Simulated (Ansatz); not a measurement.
# CoO in Ansatz: the effect of starting spin order

CoO:

```
Co O
1.0
     1.50547    0.86918    2.43993
    -1.50547    0.86918    2.43993
     0.00000   -1.73837    2.43993
Co O
1 1
Direct
  0.00000 0.00000 0.00000
  0.50000 0.50000 0.50000
```

The cell is a database's computed one.

Alike in all runs:

| Item | Value |
| --- | --- |
| Program | Ansatz 0.2.0 |
| Task | single point |
| Functional | PBE |
| Potentials or basis | Ansatz PAW |
| Cutoff | 420 eV (not typed: the program's choice for these potentials) |
| k mesh | 11 × 11 × 11 |
| Occupations | fermi-dirac, width 0.05 eV |

Problem. One run gave: energy over the lowest run 240.2 meV/atom; pressure -18.1 GPa; final net moment 0.00 μB; final largest site moment 0.00 μB. Which starting spin order did it use?
A. random
B. spin off
C. fm

Solution. B.

| starting spin order | spin | starting moments | energy over the lowest run (meV/atom) | pressure (GPa) | final net moment (μB) | final largest site moment (μB) |
| --- | --- | --- | --- | --- | --- | --- |
| spin off | no spin polarisation | - | 240.2 | -18.1 | 0.00 | 0.00 |
| fm | collinear spin, ferromagnetic start | [2.0, 0.0] μB | 0.0 | 0.0 | 2.90 | 2.47 |
| random | collinear spin, random start | [1.71, 0.0] μB | 0.0 | 0.0 | 2.90 | 2.47 |

Caveats: a cell with one magnetic atom can't hold antiferromagnetic order, which such compounds often take (some runs); an odd number of electrons without spin polarisation forces a metal (some runs); a magnetic or distorted state may lie lower (some runs).
